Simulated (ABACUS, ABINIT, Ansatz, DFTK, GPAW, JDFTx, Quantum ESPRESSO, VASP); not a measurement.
# MgO: 10 runs at one level of theory

```
Mg O
1.0
     0.00000    2.09700    2.09700
     2.09700    0.00000    2.09700
     2.09700    2.09700    0.00000
Mg O
1 1
Direct
  0.00000 0.00000 0.00000
  0.50000 0.50000 0.50000
```

The cell is a database's computed one, not the measured one.

Alike in all runs: task single point; functional PBE; k mesh 11 × 11 × 11; occupations fermi-dirac, width 0.05 eV; no spin polarisation; no spin-orbit coupling. Pressure is positive in compression and, in plane waves, holds the error of the finite cutoff, which Ansatz's Pulay term estimates and takes out.

| program and potentials | plane-wave cutoff (eV) | notes | pressure (GPa) |
| --- | --- | --- | --- |
| VASP, PBE PAW files Mg, O, 520 eV | 520 | 4 valence electrons an atom on average | 6.19 |
| Ansatz, Ansatz PAW (earlier soft set) | 420 | 8 valence electrons an atom on average; Pulay term of +0.36 GPa included | 6.99 |
| ABINIT, JTH PAW PBE v2.0 | 626 | 8 valence electrons an atom on average | 7.07 |
| ABACUS, PseudoDojo NC SR 0.4.1 PBE standard, plane waves | 1143 | 8 valence electrons an atom on average | 6.75 |
| GPAW, GPAW PAW data sets (gpaw-data 1.2.1) | 800 | 8 valence electrons an atom on average | 6.97 |
| JDFTx, PseudoDojo-SR-PBE-0.5-standard | 1143 | 8 valence electrons an atom on average | 6.75 |
| JDFTx, PseudoDojo-SR-PBE-0.5-standard with smoothed tails | 1143 | 8 valence electrons an atom on average | 6.74 |
| Ansatz, all-electron LAPW, scalar-relativistic | - | - | 6.97 |
| Quantum ESPRESSO, SSSP 1.3 efficiency PBE | 748 | 4 valence electrons an atom on average | 6.35 |
| DFTK, PseudoDojo SR PBE 0.4.1 standard (PBE) | 1143 | 8 valence electrons an atom on average | 6.74 |

The pressure spans 6.19 (VASP, PBE PAW files Mg, O, 520 eV) to 7.07 GPa (ABINIT, JTH PAW PBE v2.0), with all-electron results at 6.97.

Differences between rows come from potentials, basis sets and numerical settings, since the functional is the same but for its coding. Runs on potential files found faulty are left out.
